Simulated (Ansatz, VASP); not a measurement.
One calculation of Cr, two programs

Contents of INCAR:

```
PREC = Accurate ; ENCUT = 520
EDIFF = 1E-7 ; ISMEAR = 0
SIGMA = 0.05 ; LREAL = False
LASPH = True ; NELM = 100
ALGO = Fast ; ISIF = 2
LWAVE = False ; LCHARG = False
GGA = PE ; NBANDS = 12
```

Contents of KPOINTS:

```
regular mesh
0
Gamma
  22 22 22
```

Contents of POSCAR:

```
Cr
1.0
   -1.4428507987      1.4428507987      1.4428507987
    1.4428507987     -1.4428507987      1.4428507987
    1.4428507987      1.4428507987     -1.4428507987
Cr
1
Direct
    0.0000000000      0.0000000000      0.0000000000
```

Input for Ansatz:

```yaml
crystal:
  lattice:
    - [-1.4428507987, 1.4428507987, 1.4428507987]
    - [1.4428507987, -1.4428507987, 1.4428507987]
    - [1.4428507987, 1.4428507987, -1.4428507987]
  atoms:
    - { symbol: Cr, position: [0.0, 0.0, 0.0] }
basis:
  ecutwfc: 420
  ecutrho_ratio: 4
kpoints:
  mp_grid: { grid: [22, 22, 22] }
hamiltonian:
  xc: pbe
scf:
  occupations: { method: gaussian, width: 0.05 }
output:
  forces: true
  stress: true
  eigenvalues: true
```

Alike in both runs: task single point; functional PBE; k mesh 22 × 22 × 22; occupations gaussian, width 0.05 eV; no spin polarisation.

|  | VASP | Ansatz |
| --- | --- | --- |
| version | VASP 6.6.1 | Ansatz 0.2.0 |
| potentials or method | VASP PAW PBE potentials, release 64 (Cr_pv) | scalar-relativistic, plane waves, PAW |
| plane-wave cutoff (eV) | 520 | 420 |
| valence electrons in the cell | 12 | 14 |

VASP gave:

| Property | Result |
| --- | --- |
| gap on the k mesh at the Fermi level (eV) | none |
| pressure (GPa) | -9.7 |

Task: What did Ansatz give for the same quantities?

Result: gap on the k mesh at the Fermi level (eV): none; pressure (GPa): -9.3.

A gap of «none» marks a metal or a gap that the smearing closes. The two sets of potentials don't hold the same shells in valence.

Caveats: the run has no spin polarisation, though such a crystal can be magnetic. Spin polarisation is off, so any magnetic state and its effect on volume and gap are missing.
